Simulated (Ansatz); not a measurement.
## GaP, space group R-3m: band-curvature effective masses by finite differences, step by step

With the Ansatz DFT code, driven from Python.

Input file `gap.xyz`:
```text
4
Lattice="1.94301518 1.12180033 6.4308101 -1.94301518 1.12180033 6.4308101 0.0 -2.24360067 6.4308101" Properties=species:S:1:pos:R:3 pbc="T T T"
Ga    0.00000000    0.00000000    8.39938396
Ga   -0.00000000    0.00000000   10.89304634
P     0.00000000   -0.00000000    1.10717328
P     0.00000000    0.00000000   18.18525702
```

The cells in order, each with its output:

In [1]:
```python
import warnings

import ansatz
import numpy as np
```

In [2]:
```python
warnings.simplefilter("ignore", ansatz.DeckWarning)

crystal = ansatz.Crystal.from_extxyz("gap.xyz")
```

In [3]:
```python
calculation = (
    crystal.calculation()
    .functional(ansatz.Functional.R2SCAN)
    .pseudopotentials("nc")
    .kpoints(mesh=(6, 6, 6))
    .mixing("broyden", preconditioner="resta")
    .eigensolver("auto")
    .scf(extra_bands=16, lower_state_search="light")
    .occupations("fixed")
)
out = calculation.band_table().run(threads=1)
data = out.report
```

In [4]:
```python
out.unlabelled_reasons
```
Out [4]:
```text
['no_forces']
```

In [5]:
```python
data["free_energy_ev"]
```
Out [5]:
```text
-4320.550989737854
```

In [6]:
```python
data["mixing_algorithm"], data["preconditioner"], data["eigensolver"]
```
Out [6]:
```text
('Broyden', 'Resta', 'band_cg')
```

In [7]:
```python
levels = np.array(data["eigenvalues_ev"])
filled = round(data["n_electrons"] / 2)
edges = {"top filled band": (filled - 1, levels[:, filled - 1].argmax()), "lowest empty band": (filled, levels[:, filled].argmin())}
gap = levels[:, filled].min() - levels[:, filled - 1].max()
print(f"gap on the mesh {gap:.3f} eV")
if gap <= 0.05:
    print("no gap: band-edge masses have no meaning here")
    edges = {}
reciprocal = 2 * np.pi * np.linalg.inv(out.lattice.cell_ang).T
step = 0.008  # 1/A
```
```text
gap on the mesh 1.067 eV
```

In [8]:
```python
pairs = [(0, 1), (0, 2), (1, 2)]
moves = [sign * axis for axis in np.eye(3) for sign in (-1, 1)]
moves += [s1 * np.eye(3)[i] + s2 * np.eye(3)[j] for i, j in pairs for s1 in (1, -1) for s2 in (1, -1)]
for name, (band, index) in edges.items():
    together = int(np.sum(np.abs(levels[index] - levels[index, band]) < 2e-3))
    print(name, "at k =", np.round(data["kpoints_frac"][index], 4), f"E = {levels[index, band]:.4f} eV, degeneracy {together}")
    centre = np.array(data["kpoints_frac"][index]) @ reciprocal
    points = [centre] + [centre + step * move for move in moves]
    table = calculation.band_structure(points, intervals=1, cartesian=True).run(threads=1).band_structure().channels[0].eigenvalues_ev
    if together > 1:
        level = np.flatnonzero(np.abs(levels[index] - levels[index, band]) < 2e-3)
        along = (table[1, level] + table[2, level] - 2 * table[0, level]) / step ** 2
        print("  degenerate level, no single mass tensor; masses of its branches along x:", np.round(7.61996 / along, 3), "m_e")
        continue
    e = table[:, band]
    hessian = np.diag((e[1:7:2] + e[2:7:2] - 2 * e[0]) / step ** 2)
    for (i, j), (pp, pm, mp, mm) in zip(pairs, e[7:].reshape(3, 4)):
        hessian[i, j] = hessian[j, i] = (pp - pm - mp + mm) / (4 * step ** 2)
    curvatures, axes = np.linalg.eigh(hessian)
    slope = (e[2:7:2] - e[1:7:2]) / (2 * step)
    print("  slope (eV A):", np.round(slope, 3) + 0.0, "" if np.abs(slope).max() < 0.05 else "- no extremum here, so these are local curvatures and no band-edge masses")
    for curvature, axis in zip(curvatures, axes.T):
        print(f"  principal mass {7.61996 / curvature:8.3f} m_e along", np.round(axis, 2) + 0.0)
```
```text
top filled band at k = [0. 0. 0.] E = 7.1620 eV, degeneracy 2
  degenerate level, no single mass tensor; masses of its branches along x: [-0.092 -0.512] m_e
lowest empty band at k = [ 0.  -0.5 -0.5] E = 8.2286 eV, degeneracy 1
  slope (eV A): [0. 0. 0.]
  principal mass    0.375 m_e along [-0.65 -0.38 -0.66]
  principal mass    0.319 m_e along [-0.5   0.86  0.  ]
  principal mass    0.207 m_e along [-0.57 -0.33  0.75]
```

Reading the output:
- These settings explore the input space; cutoff and mesh may be short of convergence.
- Semilocal gaps usually lie well under measured ones.
- Such functionals run on norm-conserving files made under PBE, which can move pressures by some GPa.
- The structure comes from a database of computed cells and needn't be a stable or known phase.
- Gaps and levels are Kohn-Sham values on a finite set of k-points, without spin-orbit coupling.
- The masses are finite-difference curvatures at extrema found on a coarse mesh, which needn't be the true band edges; a step that is long against the gap makes them too heavy. At a valence maximum the curvature is negative (the hole mass is its size); mixed signs mark a saddle. Spin-orbit coupling is left out, and light masses scale with the Kohn-Sham gap.
- It ran for 3.2 min on 1 thread of Arm Neoverse V1 (shared host), peak memory 0.71 GiB.
